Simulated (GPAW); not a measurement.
Runs of GPAW 26.7.0 on TiC. Symmetry: Fm-3m, No. 225, cubic system. Conventional cell: a = 4.331 Å, b = 4.331 Å, c = 4.331 Å, α = 90.00°, β = 90.00°, γ = 90.00°. Around Ti (site symmetry m-3m) lie 6 C at 2.17 Å. C (site symmetry m-3m) has 6 Ti at 2.17 Å as nearest neighbours. The cell is a database's computed one.

```csv
task,level,potentials or basis,cell,k mesh,smearing,band path,band points,optimizer,fmax,max steps,gap on the mesh (eV),pressure (GPa),relaxed volume (Å³/atom)
single point,PBE,"GPAW PAW data sets (gpaw-data 1.2.1), pw",as given,11 × 11 × 11,gaussian 0.026 eV,-,-,-,-,-,none,0.9,-
band structure,PBE,"GPAW PAW data sets (gpaw-data 1.2.1), pw",as given,9 × 9 × 9,fermi-dirac 0.05 eV,"GXWKGLUWLK,UX",60,-,-,-,-,1.0,-
single point,PBE,"GPAW PAW data sets (gpaw-data 1.2.1), pw",as given,11 × 11 × 11,gaussian 0.011 eV,-,-,-,-,-,none,0.9,-
relaxation of cell and atoms,RPBE+D4,"the program's PAW data sets (release 1.2.1) made for this functional, pw",relaxed,11 × 11 × 11,fermi-dirac 0.05 eV,-,-,LBFGS,0.01 eV/Å,40,none,0.1,9.95
single point,PBE,"GPAW PAW data sets (gpaw-data 1.2.1), pw",as given,11 × 11 × 11,gaussian 0.014 eV,-,-,-,-,-,none,0.9,-
relaxation of cell and atoms,RPBE,"the program's PAW data sets (release 1.2.1) made for this functional, pw",relaxed,11 × 11 × 11,fermi-dirac 0.05 eV,-,-,BFGS,0.05 eV/Å,60,none,0.1,(a)
single point,PBE,"GPAW PAW data sets (gpaw-data 1.2.1), pw",as given,11 × 11 × 11,gaussian 0.018 eV,-,-,-,-,-,none,0.9,-
band structure,PBEsol,"PAW data sets generated in the run's folder for this functional, pw",as given,11 × 11 × 11,fermi-dirac 0.05 eV,"GXWKGLUWLK,UX",100,-,-,-,-,-5.9,-
```

Alike in all rows: no spin polarisation; cutoff (eV) 800.

Q: Fill in the values left out.

A: (a) 10.38.

Caveats: later steps reuse the first step's grids (some runs); pairwise dispersion overbinds metals, which lowers pressure and volume (some runs).

A k mesh can miss the band edges.

A gap of «none» marks a metal or a gap under the smearing width.

Not every run made on this cell is shown here.
